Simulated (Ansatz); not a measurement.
## CdSe (Cadmoselite): G0W0 under other settings

A base run on CdSe (Cadmoselite), then changed inputs.

Method: G0W0 on PBE, plane waves, PAW, in Ansatz 0.2.0.

The database entry behind the starting cell differs from later determinations by our own check (inner coordinate of an old entry), so it need not match the best structure at ambient conditions.

## 1. Set-up

It takes space group P6_3mc (No. 186, hexagonal). The conventional cell has a = 4.300 Å, b = 4.300 Å, c = 7.020 Å, α = 90.00°, β = 90.00°, γ = 120.00°. Nearest to Cd lie 4 Se at 2.61 to 2.70 Å. Nearest to Se lie 4 Cd at 2.61 to 2.70 Å. Farther neighbours and most contacts between anions are not listed.

Coordinates:

```cif
data_structure
_symmetry_space_group_name_H-M 'P 1'
_symmetry_Int_Tables_number 1
_cell_length_a 4.3000
_cell_length_b 4.3000
_cell_length_c 7.0200
_cell_angle_alpha 90.000
_cell_angle_beta 90.000
_cell_angle_gamma 120.000
_cell_volume 112.41
loop_
_atom_site_label
_atom_site_type_symbol
_atom_site_fract_x
_atom_site_fract_y
_atom_site_fract_z
_atom_site_occupancy
Cd1 Cd 0.33333 0.66667 0.00000 1
Cd2 Cd 0.66667 0.33333 0.50000 1
Se3 Se 0.33333 0.66667 0.38500 1
Se4 Se 0.66667 0.33333 0.88500 1
```

The cell and positions come from the Crystallography Open Database and are kept as given unless a step says otherwise. The default PAW set here is soft_2. Its files were made with PBE.

## 2. The base run: 6×6×2 mesh, 335 empty bands, screening to 120 eV

Now the one-shot GW correction: screening in the RPA, then the self-energy of the levels asked for.

File input.yaml:

```yaml
crystal:
  lattice:
    - [4.3, 0.0, 0.0]
    - [-2.15, 3.7239092363, 0.0]
    - [0.0, 0.0, 7.02]
  atoms:
    - { symbol: Cd, position: [0.3333333333, 0.6666666667, 0.0] }
    - { symbol: Cd, position: [0.6666666667, 0.3333333333, 0.5] }
    - { symbol: Se, position: [0.3333333333, 0.6666666667, 0.385] }
    - { symbol: Se, position: [0.6666666667, 0.3333333333, 0.885] }
kpoints:
  mp_grid: { grid: [6, 6, 2] }
hamiltonian:
  xc: pbe
scf:
  occupations: { method: fixed }
gw:
  n_empty_bands: 335
  ecut_chi: 120
  qp_bands: [v2, c2]
  qp_kpoints: band_edges
  screening: { model: contour_deformation }
```

Run with:

```bash
> ansatz run input.yaml --threads 3 --pin off --max-ram 92160MiB --backend cuda --events-out ev --progress --plain --runs-dir out --devices 1 --max-vram 13GiB
```

Numbers of over 12 decimals in the logs are rounded to 6 here.

Log:

```text
GPUs: using 1 of 1 available (devices: 1).
Engine: ansatz 0.2.0, x86_64-unknown-linux-gnu
Pseudopotentials: kind: paw
Pseudopotential: Cd, paw, valence charge 20, recommended cutoff 420 eV (normal), Cd.paw.azcp
Pseudopotential: Se, paw, valence charge 16, recommended cutoff 420 eV (normal), Se.paw.azcp
Functional definition: PBE
  parameter kappa = 0.804
  parameter beta = 0.066725
  exchange = pbe_x(kappa = kappa, mu = beta*pi^2/3)
  correlation = pbe_c(beta = beta)
device memory: the entry about to start is reckoned to put 1.9 GiB on a device that reports 38.8 GiB free (of which the cap on the GPU budget leaves the run 13.0 GiB)
GPU FFT provider: cuFFT
GPU libraries: cuBLAS 13.8.2, cuFFT 12.4.0, cuSOLVER 12.3.4
Crystal: 4 atoms, lattice volume = 112.410 Å³
Basis set: ecut = 420 eV, 2189 PW (Γ)
Bands: 44, of which v1, the nominal top of the filled ones, is band 36 counted from 1 (35 counted from 0)
Symmetry: 12 space group operations
Space group: P63mc (ITA 186), of the structure as read, at distance tolerance 4.8e-5 Å
k-points: 14 of 72
Non-local potential: Cd, projectors of the file, l = 0: 3, l = 1: 2, l = 2: 2, l = 3: 1
Non-local potential: Se, projectors of the file, l = 0: 2, l = 1: 2, l = 2: 3, l = 3: 1
PAW form: soft (Blöchl's): semilocal exchange-correlation on the pseudo side does not see the compensation charge
PAW one-centre angular grid: Cd, 590 points (default); XC on 64 Gauss nodes
PAW one-centre angular grid: Se, 590 points (default); XC on 64 Gauss nodes
Initial density: superposition of atomic densities (neutral atoms: chi_scale 0, normalization atom), corrected by the library's trained network
Initial wavefunctions: pseudopotential atomic-orbital guess
GPU buffer pool allocated for 43200 grid points (all kernels)
GPU transforms: local potential and band sums: pruned to the plane-wave sphere, on 30×30×48
Functional: x = pbe(κ = 0.804, μ = 0.219515), c = pbe(β = 0.066725)
SCF iter   1: F=—  HF=-27449.505202 eV  |F-HF|=—  |Δ(HF+E_count)|=         —  Δρ=8.78e-4  dr2=1.66e-3  ethr=1.77e-3  ⟨swp⟩=4.9  Hψ=1878  notcnv=0  defer=82
preconditioner: auto → Resta (q_TF=auto, 2.533 Å⁻¹)  ε∞=4.0  [insulator: Δε(μ)=0.690 eV  Ē_g=12.150 eV  n_scr=34 (ndim 8)  ℏωp=21.0 eV  f_vac=0.201  ε∞_Penn≈4.0]
SCF iter   2: F=—  HF=-27449.506388 eV  |F-HF|=—  |Δ(HF+E_count)|=   1.19e-3  Δρ=4.85e-4  dr2=4.64e-4  ethr=2.31e-6  ⟨swp⟩=2.0  Hψ=1021  notcnv=0  defer=83
SCF iter   3: F=—  HF=-27449.506435 eV  |F-HF|=—  |Δ(HF+E_count)|=   4.68e-5  Δρ=2.04e-4  dr2=3.83e-5  ethr=6.45e-7  ⟨swp⟩=2.0  Hψ=853  notcnv=0  defer=83
SCF iter   4: F=—  HF=-27449.506454 eV  |F-HF|=—  |Δ(HF+E_count)|=   1.90e-5  Δρ=9.26e-5  dr2=1.04e-5  ethr=5.33e-8  ⟨swp⟩=2.7  Hψ=1017  notcnv=0  defer=51
[...]
E_xc         = -562.472552
  E_vxc        = -640.383082  (∫ρ·V_xc dr)
  E_paw        = -11989.165819  (= ΣΔE_a)
  E_vpaw       = -642.080301  (= ΣTr[D̂ρ^β])
  E_aug_tail   = -0.001150  (compensation charges beyond the density's cutoff)
  E_ewald      = -8323.002769
  E_smearing   = -0.000000  (= −TS)
  E_closure    = -0.000000  (closes the sum)
  Σ components = -27449.506470   (vs F -27449.506470, Δ=0.00e0)
--- Band table (eV; the first three rows and the last of 14) ---
  k-point 0: bands = [... 32 lower, 6.7613, 7.4679, 7.4769, 7.4769, 8.1800, 9.5997, 13.3658, 13.3658, ... 4 higher]
  k-point 1: bands = [... 32 lower, 7.1043, 7.1043, 7.1043, 7.1043, 9.8167, 9.8167, 13.2994, 13.2994, ... 4 higher]
  k-point 2: bands = [... 32 lower, 6.0578, 6.4284, 7.2612, 7.2807, 9.4952, 10.5859, 12.7608, 13.6857, ... 4 higher]
  k-point 13: bands = [... 32 lower, 4.9946, 4.9946, 6.4237, 6.4237, 11.2799, 11.2799, 13.3973, 13.3973, ... 4 higher]
--- G₀W₀: contour deformation, 8 samples at zero and on the imaginary axis and 1 off it, 72 q-points, 335 empty bands' worth ---
  eigenvalues of the whole cell's RPA ε∞ on this k-mesh (on a slab, of 1 + 4πα/V) = 15.5763, 15.5763, 15.8479; static W/v taken at q = 0 is 0.063584
  bands read: the sum over 371 bands ends inside a degenerate multiplet in 7 slots, whose members it reads at an even weight; the widest, k=1: bands 371 to 372 (counted from 1) at 1/2 each
  gw.qp_kpoints: band_edges: 10 of 14 stored k-points solved, in 1 pass; an edge of the gap read off the rows below is read off those points alone
    valence top: of the k-points left out ik 8 came nearest to being solved in a further pass, in band 36 (counted from 1, as in the quasiparticle table): it holds the edge there only if its correction is more favourable than any solved in that band by at least 0.557 eV; those differ by 0.088 eV
    conduction bottom: of the k-points left out ik 8 came nearest to being solved in a further pass, in band 37 (counted from 1, as in the quasiparticle table): it holds the edge there only if its correction is more favourable than any solved in that band by at least 2.361 eV; those differ by 0.124 eV
    ik  band        ε_KS         Σx   Σc(E_QP)       V_xc       Z   E_QP_lin       E_QP  E_QP is
     0    35      7.4769   -19.8757     1.8585   -17.4748  0.7250     6.9005     6.9345  root
     0    36      7.4769   -19.8757     1.8585   -17.4748  0.7250     6.9005     6.9345  root
     0    37      8.1800    -9.3881    -3.3915   -12.8669  0.7565     8.2677     8.2673  root
     0    38      9.5997    -8.5231    -3.7992   -12.4852  0.7533     9.7643     9.7626  root
     1    35      7.1043   -19.4148     2.0140   -16.8215  0.7222     6.4821     6.5250  root
     1    36      7.1043   -19.4148     2.0140   -16.8215  0.7222     6.4821     6.5250  root
     1    37      9.8167    -9.1606    -3.7368   -13.0571  0.7489     9.9780     9.9763  root
     1    38      9.8167    -9.1606    -3.7368   -13.0571  0.7489     9.9780     9.9763  root
[...]
13    35      6.4237   -18.2252     2.2674   -15.3318  0.7120     5.7385     5.7977  root
    13    36      6.4237   -18.2252     2.2674   -15.3318  0.7120     5.7385     5.7977  root
    13    37     11.2799    -8.1039    -4.1492   -12.4559  0.7417    11.4858    11.4827  root
    13    38     11.2799    -8.1039    -4.1492   -12.4559  0.7417    11.4858    11.4827  root
[key lines of the parts left out:]
SCF converged after 6 iterations
Free energy (F): -27449.506470 eV
Fermi energy:    7.476923 eV
```

It took 33 s on 1 × NVIDIA H100 80GB HBM3 (shared by 6 runs) with 3 threads of AMD EPYC 7R13 (Zen 3), shared host; peak memory 1.6 GiB.

Reading the cycles: dr2 is the Hartree energy of the density residual (eV), the measure of convergence; HF is the Harris–Foulkes estimate of the energy, which meets the free energy F at convergence.

Numbers from this step:

```
bands summed                                 : 371
RPA ε∞ on this mesh (eigenvalues)            : 15.58, 15.58, 15.85
plane waves in the screening matrix          : 325
q-points in the mesh                         : 72
G0W0 gap on the mesh                         : 1.333 eV
k of the valence top                         : 0, 0, 0
k of the conduction bottom                   : 0, 0, 0
starting gap on the mesh                     : 0.7031 eV
Z at the valence top                         : 0.7250
Z at the conduction bottom                   : 0.7565
least direct G0W0 gap on the computed points : 1.333 eV
```

The gap on the mesh goes from 0.70 eV to 1.33 eV, a correction of +0.63 eV. Between the two edge states, bare exchange in place of the xc potential would open the gap by 5.88 eV, and correlation takes back 5.25 eV.

## 3. Variant: larger pair-density box

Edit input.yaml of step 2 so:

```diff
@@ -17,4 +17,4 @@
 gw:
-  n_empty_bands: 335
-  ecut_chi: 120
+  n_empty_bands: 255
+  ecut_chi: 100
   qp_bands: [v2, c2]
@@ -22 +22,2 @@
   screening: { model: contour_deformation }
+  ecutfock_ratio: 2
```

Log:

```text
GPUs: using 1 of 1 available (devices: 1).
[...]
GPU FFT provider: cuFFT
GPU libraries: cuBLAS 13.8.2, cuFFT 12.4.0, cuSOLVER 12.3.4
Crystal: 4 atoms, lattice volume = 112.410 Å³
Basis set: ecut = 420 eV, 2189 PW (Γ)
Bands: 44, of which v1, the nominal top of the filled ones, is band 36 counted from 1 (35 counted from 0)
[... 1 set-up line as in the run before ...]
[...]
k-points: 14 of 72
[...]
GPU buffer pool allocated for 43200 grid points (all kernels)
[...]
SCF iter   1: F=—  HF=-27449.505202 eV  |F-HF|=—  |Δ(HF+E_count)|=         —  Δρ=8.78e-4  dr2=1.66e-3  ethr=1.77e-3  ⟨swp⟩=4.9  Hψ=1878  notcnv=0  defer=82
[...]
SCF iter   6: F=-27449.506470 eV  HF=-27449.506470 eV  |F-HF|=1.82e-7  |Δ(HF+E_count)|=   1.38e-6  Δρ=9.83e-6  dr2=9.75e-8  ethr=1.39e-10  ⟨swp⟩=7.7  Hψ=2610  notcnv=0
SCF 1 converged in 6 iterations: F = -27449.506470 eV  dr2 = 9.75e-8
[...]
NSCF: frozen V_eff on 14 k-points
[...]
G₀W₀ screening: q 1/14
[... further progress lines ...]
SCF converged after 6 iterations
Free energy (F): -27449.506470 eV
[...]
Internal energy: -27449.506470 eV  (E = F + TS)
E sigma→0 (E₀):  -27449.506470 eV
Fermi energy:    7.476923 eV
[...]
--- Band table (eV; the first three rows and the last of 14) ---
  k-point 0: bands = [... 32 lower, 6.7613, 7.4679, 7.4769, 7.4769, 8.1800, 9.5997, 13.3658, 13.3658, ... 4 higher]
  k-point 1: bands = [... 32 lower, 7.1043, 7.1043, 7.1043, 7.1043, 9.8167, 9.8167, 13.2994, 13.2994, ... 4 higher]
  k-point 2: bands = [... 32 lower, 6.0578, 6.4284, 7.2612, 7.2807, 9.4952, 10.5859, 12.7608, 13.6857, ... 4 higher]
  k-point 13: bands = [... 32 lower, 4.9946, 4.9946, 6.4237, 6.4237, 11.2799, 11.2799, 13.3973, 13.3973, ... 4 higher]
[...]
0    35      7.4769   -19.8757     1.9289   -17.4748  0.7255     6.9826     7.0050  root
     0    36      7.4769   -19.8757     1.9289   -17.4748  0.7255     6.9826     7.0050  root
     0    37      8.1800    -9.3881    -3.3306   -12.8669  0.7568     8.3295     8.3282  root
     0    38      9.5997    -8.5231    -3.7481   -12.4852  0.7535     9.8170     9.8138  root
     1    35      7.1043   -19.4148     2.0781   -16.8215  0.7227     6.5600     6.5891  root
     1    36      7.1043   -19.4148     2.0781   -16.8215  0.7227     6.5600     6.5891  root
     1    37      9.8167    -9.1606    -3.6769   -13.0571  0.7492    10.0397    10.0363  root
     1    38      9.8167    -9.1606    -3.6769   -13.0571  0.7492    10.0397    10.0363  root
[...]
13    35      6.4237   -18.2252     2.3215   -15.3318  0.7124     5.8101     5.8518  root
    13    36      6.4237   -18.2252     2.3215   -15.3318  0.7124     5.8101     5.8518  root
    13    37     11.2799    -8.1039    -4.1008   -12.4559  0.7419    11.5361    11.5311  root
    13    38     11.2799    -8.1039    -4.1008   -12.4559  0.7419    11.5361    11.5311  root
```

Run time: 39 s. Hardware: 1 × NVIDIA H100 80GB HBM3 (shared by 6 runs) with 3 threads; peak memory 1.4 GiB; 48 s of CPU time.

The G0W0 gap on the mesh is 1.323 eV.

Against the base:

```
              setting  base  variant
          empty bands   335      255
screening cutoff (eV)   120      100
       ecutfock ratio     -        2
```

| quantity | variant | base |
| --- | --- | --- |
| starting gap on the mesh | 0.703 | 0.703 |
| G0W0 gap on the mesh | 1.323 | 1.333 |
| least direct G0W0 gap on the computed points | 1.323 | 1.333 |
| Z at the valence top | 0.725 | 0.725 |
| Z at the conduction bottom | 0.757 | 0.757 |

## 4. Summary of results

```yaml
base: 1.33 eV, 33 s
larger_pair_density_box: 1.32 eV, 39 s
```

**Reading.** Larger pair-density box: the gap moves by −0.01 eV. The variant differs from the base in empty bands, screening cutoff and ecutfock ratio together, so the change can't be laid to one of them. All runs here use a coarse mesh and modest cutoffs; they test settings and are not final values. The 6×6×2 mesh is coarse for this cell (its supercell is 14 Å along the shortest edge). The RPA ε∞ on it, from the PBE start, is 15.58 and 15.85; such meshes misread the long-range screening, most where the gap is narrow. The many-body steps are scalar-relativistic: spin-orbit coupling is not in them.

[Paths, hosts, dates, memory and timing lines, banners, echoed tables and standing remarks are left out of the program output.]

[Logs are printed without paths, hosts, clocks, repeated set-up lines and the standing remarks that a program may print on its own settings, such as how far it seeks lower states.]

[Runs of the session that timed out or met a known fault of the program may be left out.]

[Cells called generated may have been cut or substituted from an entry of the Crystallography Open Database or the Materials Project.]

[Hosts, paths, dates, database ids (printed as entryN), source tags and the programs' standing remarks are cut or masked in the printed files.]
